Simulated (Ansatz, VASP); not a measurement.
## Two plane-wave programs on I

```xyz
1
Lattice="0.0000 2.4120 3.9865 2.2352 0.0000 3.9865 2.2352 2.4120 0.0000" Properties=species:S:1:pos:R:3 pbc="T T T"
I     0.0000    0.0000    0.0000
```

Alike in both runs: task single point; functional PBEsol; k mesh 9 × 9 × 9; occupations fermi-dirac, width 0.05 eV; no spin polarisation.

|  | VASP | Ansatz |
| --- | --- | --- |
| version | VASP 6.6.1 | Ansatz 0.2.0 |
| potentials or method | VASP PAW PBE potentials, release 64 (I) | Ansatz PAW |
| plane-wave cutoff (eV) | 520 | 420 |
| valence electrons in the cell | 7 | 17 |

|  | VASP | Ansatz | Ansatz less VASP |
| --- | --- | --- | --- |
| gap on the k mesh at the Fermi level (eV) | none | none | - |
| pressure (GPa) | -2.5 | -2.5 | +0.01 |
| largest component of the traceless stress (GPa) | 2.09 | 2.08 | -0.005 |

A gap of «none» marks a metal or a gap that the smearing closes. The two sets of potentials don't hold the same shells in valence.

Caveats: an odd number of electrons without spin polarisation forces a metal; a magnetic or distorted state may lie lower; the PAW data sets were made with another functional, which shifts forces and pressure a little (VASP); the PAW data sets come from PBE, with cores solved anew for the run's functional, which leaves a small shift of forces and pressure (Ansatz). The runs have no spin-orbit coupling, so splittings on I are missing.
